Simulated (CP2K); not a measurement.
**Sn under changes of volume**

One of the cells (27.650 Å³/atom); the others are scaled copies at fixed shape and fractional positions:

```
Sn
1.0
     4.45495    0.00000    0.00000
    -3.30667    2.98538    0.00000
    -0.57414   -1.49269    4.15799
Sn
2
Direct
  0.00000 0.00000 0.00000
  0.75000 0.25000 0.50000
```

```yaml
Program: CP2K 2026.2
Functional: PBE
Potentials_or_basis: POTENTIAL_UZH Sn GTH-PBE-q14; TZVP-MOLOPT-PBE-GTH basis
Density_cutoff: 8163 eV
k_mesh: 9 × 9 × 9
Occupations: fermi-dirac, width 0.05 eV
Spin: no spin polarisation
```

| volume (Å³/atom) | energy over the lowest point (meV/atom) | pressure (GPa) |
| --- | --- | --- |
| 25.991 | 36.13 | 5.2 |
| 26.544 | 20.58 | 3.8 |
| 27.097 | ? | ? |
| 27.650 | 2.97 | 1.4 |
| 28.203 | 0.00 | 0.4 |
| 28.756 | 0.38 | -0.5 |
| 29.309 | 3.74 | -1.4 |

Question: What does the run at 27.097 Å³/atom give?

Answer: Energy over the lowest point 9.68 meV/atom; pressure 2.5 GPa.

Worked out: A Birch-Murnaghan fit of order 3 (a polynomial in V^(-2/3)) to the other rows has its minimum at 28.41 Å³/atom with B0 = V·E''(V) = 48 GPa and B' = 4.7 at fixed shape and positions, which overstates the stiffness. It gives 9.69 meV/atom at 27.097 Å³/atom, against the run's 9.68, and -dE/dV = 2.5 GPa, against 2.5.

Energies are extrapolated to zero smearing.

Caveats: the basis of atomic orbitals isn't converged, which shifts pressures, moduli and gaps.
